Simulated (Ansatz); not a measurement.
MnO2:

```
Mn O
1.0
     2.85658    0.00000    0.00000
    -1.42829    2.47387    0.00000
     0.00000    0.00000    4.60137
Mn O
1 2
Direct
  0.00000 0.00000 0.50000
  0.33333 0.66667 0.70629
  0.66667 0.33333 0.29371
```

Measurements of this composition are mostly on another form, of space group No. 136.

```yaml
Program: Ansatz 0.2.0
Task: relaxation of cell and atoms
Functional: revPBE
Dispersion: D3(BJ)
Potentials_or_basis: Ansatz PAW
Cutoff: "420 eV (not typed: the program's choice for these potentials)"
k_mesh: 11 × 11 × 6
Occupations: fermi-dirac, width 0.05 eV
Spin: collinear spin, ferromagnetic start
Starting_moments: "[4.0, 0.0, 0.0] μB"
```

At the start: volume 10.84 Å³/atom.

Task: How do energy, volume and symmetry change on relaxing?

Result: It ends after 7 steps and the volume is 10.88 Å³/atom (+0.3 %); space group P-3m1 (No. 164, to 0.05 Å); moment 3.00 μB per cell.

Step by step:
```tsv
step	energy change (eV)	largest force (eV/Å)	volume (Å³)
1	0.0000	0.4106	32.52
2	-0.0094	0.1794	32.37
3	-0.0108	0.0115	32.65
4	-0.0109	0.0004	32.63
5	-0.0114	0.0006	32.63
6	-0.0114	0.0003	32.63
7	-0.0113	0.0003	32.63
```

Final structure:
```xyz
3
Lattice="2.8737 0.0000 0.0000 -1.4369 2.4887 0.0000 0.0000 0.0000 4.5617" Properties=species:S:1:pos:R:3 pbc="T T T"
Mn    0.0000    0.0000    2.2809
O     0.0000    1.6592    3.2428
O     1.4369    0.8296    1.3190
```

Caveat: the plane-wave basis is chosen anew once the cell has moved, so the energies of steps on either side of that aren't comparable; the pressure holds a Pulay correction of +0.7 GPa for the finite cutoff; a cell with one magnetic atom can't hold antiferromagnetic order, which such compounds often take; the PAW data sets come from PBE, with cores solved anew for the run's functional, which leaves a small shift of forces and pressure.
